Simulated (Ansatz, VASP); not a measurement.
## One calculation of KF, two programs

```
K F
1.0
     0.00000    2.58172    2.48491
     2.53654    0.00000    2.48491
     2.53654    2.58172    0.00000
K F
1 1
Cartesian
  0.0000 0.0000 0.0000
  2.5365 2.5817 2.4849
```

Change from the starting cell: normal strain along x -0.0175, normal strain along z -0.0375.

Alike in both runs: task single point; functional LDA; k mesh 8 × 8 × 8; occupations gaussian, width 0.05 eV; no spin polarisation.

```csv
,VASP,Ansatz
version,VASP 6.6.1,Ansatz 0.2.0
potentials or method,"VASP PAW LDA potentials, release 64 (K_sv, F)","scalar-relativistic, plane waves, PAW"
plane-wave cutoff (eV),520,520
valence electrons in the cell,16,16
```

|  | VASP | Ansatz | Ansatz less VASP |
| --- | --- | --- | --- |
| gap on the k mesh at the Fermi level (eV) | 6.59 | 6.61 | +0.020 |
| least direct gap on the mesh (eV) | 6.60 | 6.62 | +0.022 |
| pressure (GPa) | 3.3 | 2.9 | -0.36 |
| largest component of the traceless stress (GPa) | 2.27 | 2.16 | -0.111 |

A k mesh can miss the band edges.
